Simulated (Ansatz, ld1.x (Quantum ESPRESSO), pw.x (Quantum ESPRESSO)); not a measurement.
**vanadium: does the PAW potential hold in the solid?**

ld1.x (Quantum ESPRESSO) 7.5 input, shortened:

```
&input
   title='V', zed=23., rel=1, dft='PBE', iswitch=3,
   config='[Ar] 3d4 4s1 4p0'
 /
 &inputp
   pseudotype=3, lpaw=.true., tm=.true., lloc=-2, rcloc=2.85,
   nlcc=.true., rcore=1.44,
   which_augfun='BESSEL', rmatch_augfun=1.40
 /
6
4S  1  0   1.00   0.00  1.90  2.65  0.0
4S  1  0   0.00   0.50  1.90  2.65  0.0
4P  2  1   0.00   0.00  2.30  3.05  0.0
4P  2  1   0.00   0.55  2.30  3.05  0.0
3D  3  2   4.00   0.00  1.35  1.45  0.0
3D  3  2   0.00   2.15  1.35  1.45  0.0
 &test
   configts(1)='3d4 4s1 4p0'
 /
```

Crystal test: fcc V in pw.x 7.5, no spin, 15³ k-points, Fermi–Dirac smearing 0.01 Ry, cutoffs 100/900 Ry. The reference is all-electron LAPW (Ansatz 0.2.0) with the same functional, mesh and smearing; V0 and B0 come from Birch–Murnaghan fits to the pressures at five volumes. Errors are pseudo minus all-electron; Δ is the rms difference of the E(V) curves that follow from these fits, minima aligned, over ±6 % about the mean V0. Mesh and smearing are coarse, so the numbers serve the comparison and aren't converged zero-temperature values; the lattice is a test structure that the element need not adopt.

All-electron: a0 = 3.820 Å (V0 = 13.94 Å³/atom), B0 = 173.4 GPa.

Question: How far does the potential miss the all-electron equation of state?

Answer: mean pressure error (GPa): +1.39; a0 (Å): 3.830; a0 error (%): +0.25; B0 error (%): +3.1; Δ (meV/atom): 4.2. The largest radius (3.05 bohr) exceeds half the bond length (2.55 bohr), so the spheres overlap, which is one possible source of error among others. Atomic configuration tests: 1 of 7 tests not solved or not reliable.

```csv
V (Å³/atom),P all-electron (GPa),P pseudo (GPa)
13.271,9.40,11.41
13.620,4.23,5.86
13.969,-0.35,0.98
14.318,-4.40,-3.31
14.667,-7.98,-7.09
```

Question: At the middle volume, how do free energy and pressure move when the wave cutoff is lowered (ecutrho held at 900 Ry)?

Answer:

```tsv
cutoff (Ry)	shift of F (meV/atom)	shift of P (GPa)
45	+112.1	-9.49
60	+22.0	-0.06
80	+3.7	-0.34
```

The run at the middle volume (120 k-points, 9 iterations) took about 35 s on one core of a shared host (Neoverse-V1, 32 threads, 247 GiB, load 10).
